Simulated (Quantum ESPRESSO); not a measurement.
# LiF (Griceite) (Fm-3m) in Quantum ESPRESSO: a series of runs, part 2 of 2

Quantum ESPRESSO 7.5.

### 3 Dielectric tensor, PBE

Input file pw.in:

```
&CONTROL
  calculation = 'scf'
  prefix = 'pwscf'
  outdir = './tmp'
  pseudo_dir = './pseudo'
  tprnfor = .true.
  tstress = .true.
  disk_io = 'low'
/
&SYSTEM
  ibrav = 0
  A = 2.84822611
  nat = 2
  ntyp = 2
  ecutwfc = 45
  ecutrho = 360
  nbnd = 10
  occupations = 'smearing'
  smearing = 'fd'
  degauss = 0.00367493
/
&ELECTRONS
  conv_thr = 4d-10
  electron_maxstep = 120
  mixing_beta = 0.5
/
ATOMIC_SPECIES
F     18.9984 f_pbe_v1.4.uspp.F.UPF
Li     6.9400 li_pbe_v1.4.uspp.F.UPF
CELL_PARAMETERS alat
   0.0000000000    0.7071067823    0.7071067823
   0.7071067823    0.0000000000    0.7071067823
   0.7071067823    0.7071067823    0.0000000000
ATOMIC_POSITIONS alat
F      0.7071067823    0.7071067823    0.7071067823
Li     0.0000000000    0.0000000000    0.0000000000
K_POINTS automatic
8 8 8 1 1 1
```

Input file scf2.in:

```
&CONTROL
  calculation = 'scf'
  prefix = 'pwscf'
  outdir = './tmp'
  pseudo_dir = './pseudo'
  tprnfor = .true.
  tstress = .true.
  disk_io = 'low'
/
&SYSTEM
  ibrav = 0
  A = 2.84822611
  nat = 2
  ntyp = 2
  ecutwfc = 45
  ecutrho = 360
  nbnd = 10
  occupations = 'fixed'
/
&ELECTRONS
  conv_thr = 1d-13
  electron_maxstep = 120
  mixing_beta = 0.5
  startingpot = 'file'
  startingwfc = 'file'
/
ATOMIC_SPECIES
F     18.9984 f_pbe_v1.4.uspp.F.UPF
Li     6.9400 li_pbe_v1.4.uspp.F.UPF
CELL_PARAMETERS alat
   0.0000000000    0.7071067823    0.7071067823
   0.7071067823    0.0000000000    0.7071067823
   0.7071067823    0.7071067823    0.0000000000
ATOMIC_POSITIONS alat
F      0.7071067823    0.7071067823    0.7071067823
Li     0.0000000000    0.0000000000    0.0000000000
K_POINTS automatic
8 8 8 1 1 1
```

Input file ph.in:

```
dielectric of LiF
&INPUTPH
  prefix = 'pwscf'
  outdir = './tmp'
  tr2_ph = 1d-18
  fildyn = 'dyn'
  niter_ph = 90
  alpha_mix(1) = 0.7
  epsil = .true.
  trans = .false.
  zeu = .true.
/
0.0000000000 0.0000000000 0.0000000000
```

Potentials or basis: GBRV 1.5 PBE.

Started as:

```bash
$ OMP_NUM_THREADS=1 pw.x -in pw.in > pw.out
$ OMP_NUM_THREADS=1 pw.x -in scf2.in > scf2.out
$ OMP_NUM_THREADS=1 ph.x -in ph.in > ph.out
```

pw.out:

```text
This program is part of the open-source Quantum ESPRESSO suite
     for quantum simulation of materials; please cite
[... 9 lines left out ...]
     --------------------
     sticks:   dense  smooth     PW     G-vecs:    dense   smooth      PW
     Sum         721     361    121                12675     4573     941

     Using Slab Decomposition

     bravais-lattice index     =            0
     lattice parameter (alat)  =       5.3824  a.u.
     unit-cell volume          =     110.2567 (a.u.)^3
     number of atoms/cell      =            2
     number of atomic types    =            2
     number of electrons       =        10.00
     number of Kohn-Sham states=           10
     kinetic-energy cutoff     =      45.0000  Ry
     charge density cutoff     =     360.0000  Ry
     scf convergence threshold =      4.0E-10
     mixing beta               =       0.5000
     number of iterations used =            8  plain     mixing
     Exchange-correlation=  SLA  PW   PBX  PBC
                           (   1   4   3   4   0   0   0)

     celldm(1)=   5.382367  celldm(2)=   0.000000  celldm(3)=   0.000000
     celldm(4)=   0.000000  celldm(5)=   0.000000  celldm(6)=   0.000000

     crystal axes: (cart. coord. in units of alat)
               a(1) = (   0.000000   0.707107   0.707107 )
               a(2) = (   0.707107   0.000000   0.707107 )
               a(3) = (   0.707107   0.707107   0.000000 )

     reciprocal axes: (cart. coord. in units 2 pi/alat)
               b(1) = ( -0.707107  0.707107  0.707107 )
               b(2) = (  0.707107 -0.707107  0.707107 )
               b(3) = (  0.707107  0.707107 -0.707107 )

[... 96 lines left out ...]
        k(   60) = (  -0.3093592  -0.3093592   0.9280776), wk =   0.0234375

     Dense  grid:    12675 G-vectors     FFT dimensions: (  36,  36,  36)

     Smooth grid:     4573 G-vectors     FFT dimensions: (  24,  24,  24)

     Initial potential from superposition of free atoms

     starting charge       9.5493, renormalised to      10.0000
     Starting wfcs are    9 randomized atomic wfcs +    1 random wfcs

     Self-consistent Calculation

     iteration #  1     ecut=    45.00 Ry     beta= 0.50
     Davidson diagonalization with overlap
     ethr =  1.00E-02,  avg # of iterations =  5.8

     Threshold (ethr) on eigenvalues was too large:
     Diagonalizing with lowered threshold

     Davidson diagonalization with overlap
     ethr =  2.96E-04,  avg # of iterations =  2.0

     total energy              =     -63.36309703 Ry
     estimated scf accuracy    <       0.03096543 Ry
[... 50 lines left out ...]
     iteration #  9     ecut=    45.00 Ry     beta= 0.50
     Davidson diagonalization with overlap
     ethr =  4.77E-12,  avg # of iterations =  2.0

     End of self-consistent calculation

          k = 0.0442 0.0442 0.0442 (   540 PWs)   bands (ev):

   -40.0022 -19.0853   0.7515   0.8592   0.8592  10.0547  23.2596  24.1306
    24.1306  25.8183
[... 293 lines left out ...]
   -39.9430 -18.6287  -1.5691   0.2184   0.5688  12.2909  17.1487  19.9087
    19.9105  29.8004

     the Fermi energy is     4.4091 ev

!    total energy              =     -63.36485556 Ry
     estimated scf accuracy    <          6.3E-12 Ry
     smearing contrib. (-TS)   =       0.00000000 Ry
     internal energy E=F+TS    =     -63.36485556 Ry

     The total energy is F=E-TS. E is the sum of the following terms:
     one-electron contribution =     -26.97846066 Ry
     hartree contribution      =      17.49790515 Ry
     xc contribution           =     -12.93602338 Ry
     ewald contribution        =     -40.94827666 Ry

     convergence has been achieved in   9 iterations

     Forces acting on atoms (cartesian axes, Ry/au):

     atom    1 type  1   force =     0.00000000   -0.00000000   -0.00000000
     atom    2 type  2   force =    -0.00000000    0.00000000    0.00000000

     Total force =     0.000000     Total SCF correction =     0.000000

     Computing stress (Cartesian axis) and pressure

          total   stress  (Ry/bohr**3)                   (kbar)     P=       20.06
   0.00013638   0.00000000   0.00000000           20.06        0.00        0.00
   0.00000000   0.00013638   0.00000000            0.00       20.06        0.00
   0.00000000  -0.00000000   0.00013638            0.00       -0.00       20.06

=------------------------------------------------------------------------------=
   JOB DONE.
=------------------------------------------------------------------------------=
```

scf2.out:

```text
This program is part of the open-source Quantum ESPRESSO suite
     for quantum simulation of materials; please cite
[... 9 lines left out ...]
     --------------------
     sticks:   dense  smooth     PW     G-vecs:    dense   smooth      PW
     Sum         721     361    121                12675     4573     941
[... 488 lines left out ...]
   0.00013630   0.00000000   0.00000000           20.05        0.00        0.00
   0.00000000   0.00013630   0.00000000            0.00       20.05        0.00
   0.00000000   0.00000000   0.00013630            0.00        0.00       20.05

=------------------------------------------------------------------------------=
   JOB DONE.
=------------------------------------------------------------------------------=
```

ph.out:

```text
This program is part of the open-source Quantum ESPRESSO suite
     for quantum simulation of materials; please cite
         "P. Giannozzi et al., J. Phys.:Condens. Matter 21 395502 (2009);
         "P. Giannozzi et al., J. Phys.:Condens. Matter 29 465901 (2017);
         "P. Giannozzi et al., J. Chem. Phys. 152 154105 (2020);
     in publications or presentations arising from this work. More details at

     IMPORTANT: XC functional enforced from input :
[... 216 lines left out ...]
      E*z (        0.00000       -0.00000        1.04773 )

     INITIALIZATION:

     DIELECTRIC CONSTANT AND EFFECTIVE CHARGES:

      Additional routines

=------------------------------------------------------------------------------=
   JOB DONE.
=------------------------------------------------------------------------------=
```

Wall time 43 s (1 thread of Intel Xeon Platinum 8259CL at 2.50GHz (Skylake/Cascade Lake), shared host); peak memory 0.06 GiB.

What came out:

```yaml
Free_energy: -862.1228 eV
Pressure: 2.0 GPa
Electronic_dielectric_tensor_diagonal: 2.05
Born_charges_mean_of_the_diagonal: F -1.05; Li +1.05 e
```

Electronic dielectric tensor:
```
2.05 0.00 0.00
0.00 2.05 0.00
0.00 0.00 2.05
```

Born effective charge tensors (e):
atom 1, F
```
-1.05  0.00  0.00
 0.00 -1.05  0.00
 0.00  0.00 -1.05
```
atom 2, Li
```
1.05 0.00 0.00
0.00 1.05 0.00
0.00 0.00 1.05
```

### 4 Dielectric tensor, PBEsol

Edit pw.in of step 3 so:

```diff
@@ -27,4 +27,4 @@
 ATOMIC_SPECIES
-F     18.9984 f_pbe_v1.4.uspp.F.UPF
-Li     6.9400 li_pbe_v1.4.uspp.F.UPF
+F     18.9984 f_pbesol_v1.4.uspp.F.UPF
+Li     6.9400 li_pbesol_v1.4.uspp.F.UPF
 CELL_PARAMETERS alat
```

Edit scf2.in of step 3 so:

```diff
@@ -27,4 +27,4 @@
 ATOMIC_SPECIES
-F     18.9984 f_pbe_v1.4.uspp.F.UPF
-Li     6.9400 li_pbe_v1.4.uspp.F.UPF
+F     18.9984 f_pbesol_v1.4.uspp.F.UPF
+Li     6.9400 li_pbesol_v1.4.uspp.F.UPF
 CELL_PARAMETERS alat
```

ph.in is that of step 3.

Potentials or basis: GBRV 1.5 PBEsol.

Started as:

```bash
$ OMP_NUM_THREADS=1 pw.x -in pw.in > pw.out
$ OMP_NUM_THREADS=1 pw.x -in scf2.in > scf2.out
$ OMP_NUM_THREADS=1 ph.x -in ph.in > ph.out
```

pw.out:

```text
This program is part of the open-source Quantum ESPRESSO suite
     for quantum simulation of materials; please cite
[... 9 lines left out ...]
     --------------------
     sticks:   dense  smooth     PW     G-vecs:    dense   smooth      PW
     Sum         721     361    121                12675     4573     941

     Using Slab Decomposition

     bravais-lattice index     =            0
     lattice parameter (alat)  =       5.3824  a.u.
     unit-cell volume          =     110.2567 (a.u.)^3
     number of atoms/cell      =            2
     number of atomic types    =            2
     number of electrons       =        10.00
     number of Kohn-Sham states=           10
     kinetic-energy cutoff     =      45.0000  Ry
     charge density cutoff     =     360.0000  Ry
     scf convergence threshold =      4.0E-10
     mixing beta               =       0.5000
     number of iterations used =            8  plain     mixing
     Exchange-correlation= SLA  PW   PSX  PSC
                           (   1   4  10   8   0   0   0)

[... 185 lines left out ...]
     Davidson diagonalization with overlap
     ethr =  4.65E-12,  avg # of iterations =  1.9

     End of self-consistent calculation

          k = 0.0442 0.0442 0.0442 (   540 PWs)   bands (ev):

   -39.4333 -19.0701   0.6566   0.7665   0.7665   9.7931  22.9911  23.9189
    23.9189  25.5462
[... 293 lines left out ...]
   -39.3691 -18.6064  -1.7018   0.1119   0.4708  12.0037  16.8661  19.6879
    19.6919  29.5028

     the Fermi energy is     4.4434 ev

!    total energy              =     -63.16017891 Ry
     estimated scf accuracy    <          6.6E-13 Ry
     smearing contrib. (-TS)   =       0.00000000 Ry
     internal energy E=F+TS    =     -63.16017891 Ry

     The total energy is F=E-TS. E is the sum of the following terms:
     one-electron contribution =     -26.91218236 Ry
     hartree contribution      =      17.36382427 Ry
     xc contribution           =     -12.66354415 Ry
     ewald contribution        =     -40.94827666 Ry

     convergence has been achieved in   9 iterations

     Forces acting on atoms (cartesian axes, Ry/au):

     atom    1 type  1   force =     0.00000000    0.00000000    0.00000000
     atom    2 type  2   force =     0.00000000    0.00000000   -0.00000000

     Total force =     0.000000     Total SCF correction =     0.000000

     Computing stress (Cartesian axis) and pressure

          total   stress  (Ry/bohr**3)                   (kbar)     P=      -11.24
  -0.00007640  -0.00000000  -0.00000000          -11.24       -0.00       -0.00
  -0.00000000  -0.00007640  -0.00000000           -0.00      -11.24       -0.00
  -0.00000000  -0.00000000  -0.00007640           -0.00       -0.00      -11.24

=------------------------------------------------------------------------------=
   JOB DONE.
=------------------------------------------------------------------------------=
```

Run time: 43 s. Hardware: 1 thread of Intel Xeon Platinum 8259CL at 2.50GHz (Skylake/Cascade Lake), shared host; peak memory 0.06 GiB.

What came out:

```
Free energy                             : -859.3380 eV
Pressure                                : -1.1 GPa
Electronic dielectric tensor (diagonal) : 2.08
Born charges (mean of the diagonal)     : F -1.05; Li +1.04 e
```

Electronic dielectric tensor:
```
2.08 0.00 0.00
0.00 2.08 0.00
0.00 0.00 2.08
```

Born effective charge tensors (e):
atom 1, F
```
-1.05  0.00  0.00
 0.00 -1.05  0.00
 0.00  0.00 -1.05
```
atom 2, Li
```
1.04 0.00 0.00
0.00 1.04 0.00
0.00 0.00 1.04
```

### 5 Overview

```tsv
level	potentials or basis	form of the LDA correlation	pressure (GPa)
LDA	GBRV 1.5 LDA	PZ81	-6.3
PBE	GBRV 1.5 PBE	-	2.0
PBEsol	GBRV 1.5 PBEsol	-	-1.1
```

Alike in all rows: task dielectric tensor; no spin polarisation; cell as given; k mesh 8 × 8 × 8, shifted; cutoff (eV) 612; smearing fermi-dirac 0.05 eV.

Caveats: the cell is more than 3 GPa from zero pressure, which shifts response properties (some runs).

Absolute energies hang on the potentials; compare differences alone.

### 6 How close it comes

Step 2. Measured high-frequency dielectric constant of LiF: 1.93 (a printed reference work, monograph). This calculation gives 2.09 (+8.1 %).

Step 3. A measured high-frequency dielectric constant of LiF is 1.93 (a printed reference work, monograph); the calculated 2.05 misses it by +6.2 %.

Step 4. A measured high-frequency dielectric constant of LiF is 1.93 (a printed reference work, monograph); the calculated 2.08 misses it by +7.5 %.
